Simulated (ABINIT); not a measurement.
Write the native input for ABINIT 10.8.3 (patched build) that does the following.

| Quantity | Value |
| --- | --- |
| Task | band structure |
| Functional | WC |
| Potentials or basis | JTH PAW PBE v2.0 |
| Cutoff | 544 eV |
| k mesh | 8 × 8 × 5 |
| Occupations | fermi-dirac, width 0.05 eV |
| Spin | no spin polarisation |
| Fine-grid cutoff | 1088.46 eV |
| Exchange and correlation inside the PAW spheres | full angular mesh (pawxcdev 0, this build's default; the released program takes 1) |

PtSe2 (Sudovikovite):

```
CELL_PARAMETERS angstrom
3.72400 0.00000 0.00000
-1.86200 3.22508 0.00000
0.00000 0.00000 5.06200
ATOMIC_POSITIONS crystal
Pt 0.00000 0.00000 0.00000
Se 0.66667 0.33333 0.75000
Se 0.33333 0.66667 0.25000
```

These files were run (other wordings do the same):

run.abi

```
# Datasets: ground state, then fixed potential
ndtset 2

# Pseudopotentials
pp_dirpath "./"
pseudos "Pt.GGA_PBE-JTH.xml, Se.GGA_PBE-JTH.xml"

# Structure
acell 3*1.0
rprim
     7.0373400881     0.0000000000     0.0000000000
    -3.5186700441     6.0945152914     0.0000000000
     0.0000000000     0.0000000000     9.5657936429
ntypat 2
znucl 78 34
natom 3
typat 1 2 2
xred
     0.0000000000     0.0000000000     0.0000000000
     0.6666666667     0.3333333333     0.7500000000
     0.3333333333     0.6666666667     0.2500000000

# Plane-wave basis
ecut 20.0
pawecutdg 40.0

# Exchange and correlation
ixc 23

# Bands and occupations
occopt 3
tsmear 0.05 eV

# SCF cycle
nstep 100

# Output
iomode 3
prtwf 0
prteig 0
prtebands 0
prtden1 1
prtvha1 1
prtvclmb1 1
prtpot1 1

# Dataset 1
kptopt1 1
ngkpt1 8 8 5
nshiftk1 1
shiftk1 0.0 0.0 0.0
nband1 15
tolvrs1 1.0e-9

# Dataset 2: bands along G-M-K-G-A-L-H-A
iscf2 -2
getden2 1
nband2 19
nbdbuf2 2
tolwfr2 1.0e-12
kptopt2 -7
ndivsm2 6
prteig2 1
prtvol2 -3
kptbounds2
     0.0000000000     0.0000000000     0.0000000000
     0.5000000000     0.0000000000     0.0000000000
     0.3333333333     0.3333333333     0.0000000000
     0.0000000000     0.0000000000     0.0000000000
     0.0000000000     0.0000000000     0.5000000000
     0.5000000000     0.0000000000     0.5000000000
     0.3333333333     0.3333333333     0.5000000000
     0.0000000000     0.0000000000     0.5000000000
```

Potentials or basis: JTH PAW PBE v2.0.

Launch:

```bash
$ abinit run.abi > log 2>&1
```

Results of the run:

```
Pressure               : 3.4 GPa
Largest force          : 0.537 eV/Å
Band gap on the k mesh : none (metal or under the smearing width)
```

Caveat: the PAW data sets were made with another functional, which shifts forces and pressure a little; spin-orbit coupling is left out, which moves the levels of the heavy elements; the atomic spheres overlap.

Run time: 97 s on 1 thread of Arm Neoverse V2, on a shared host, peak memory 0.16 GiB.
